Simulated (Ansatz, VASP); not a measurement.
**LiCl in VASP and in Ansatz**

```
Li Cl
1.0
     6.81196    0.00000    0.00000
     0.00000    6.81196    0.00000
     0.00000    0.00000    3.99387
Li Cl
4 4
Direct
  0.67109 0.67109 0.00000
  0.82891 0.17109 0.50000
  0.32891 0.32891 0.00000
  0.17109 0.82891 0.50000
  0.81191 0.81191 0.50000
  0.68809 0.31191 0.00000
  0.18809 0.18809 0.50000
  0.31191 0.68809 0.00000
```

Alike in both runs: functional PBE; k mesh 4 × 4 × 6; occupations gaussian, width 0.02 eV; no spin polarisation.

Ansatz relaxed the structure, and its values are those at the end. VASP's run is a single point on that final structure, the one shown.

```csv
,VASP,Ansatz
version,VASP 6.6.1,Ansatz 0.2.0
potentials or method,"VASP PAW PBE potentials, release 64 (Li_sv, Cl)","scalar-relativistic, plane waves, PAW"
plane-wave cutoff (eV),520,420
valence electrons in the cell,40,40
```

Ansatz gave:

| Quantity | Value |
| --- | --- |
| gap on the k mesh at the Fermi level (eV) | 5.74 |
| least direct gap on the mesh (eV) | 5.74 |

**Question.** Estimate VASP's values.

**Answer.** gap on the k mesh at the Fermi level (eV): 5.75; least direct gap on the mesh (eV): 5.75.

With one functional, cell and mesh, what is left measures potentials, basis and numerics.

 A k mesh can miss the band edges.
